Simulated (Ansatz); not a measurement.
Kick test of a cell of Ti

The cell was reached from a generator's guess, though it ends in a space group that the Crystallography Open Database lists for this formula.

These are results of DFT PBE, scalar-relativistic, plane waves, PAW (Ansatz), not measurements. Plane waves to 420 eV, a k mesh through Γ of 24×24×24 on the computed 1-atom cell and Gaussian smearing (0.10 eV); no spin polarisation.

The cell below (1 atom, space group Fm-3m (No. 225)) is relaxed within its symmetry.

```yaml
crystal:
  lattice:
    - [0.00000, 2.05608, 2.05608]
    - [2.05608, 0.00000, 2.05608]
    - [2.05608, 2.05608, 0.00000]
  atoms:
    - { symbol: Ti, position: [0.00000, 0.00000, 0.00000] }
```

For the test a repeat of it with 4 atoms (edges 2.91, 5.04, 5.04 Å) was strained at random (σ = 1.5 % a component), the atoms were moved at random (σ = 0.15 Å), and all was relaxed again on a coarse 8×6×6 mesh (in the run’s order of axes) with 0.20 eV smearing, with no symmetry imposed.

Q: Is the structure stable against such a distortion?

A: It returns, within 1 meV/atom of the unmoved cell on that mesh and with the same symmetry when read at 0.1 Å (I4/mmm at 0.01 Å, so small strains and shifts remain). So it is stable against the distortions that fit this cell and that this random move excites. Modes that don't fit the cell aren't tested.
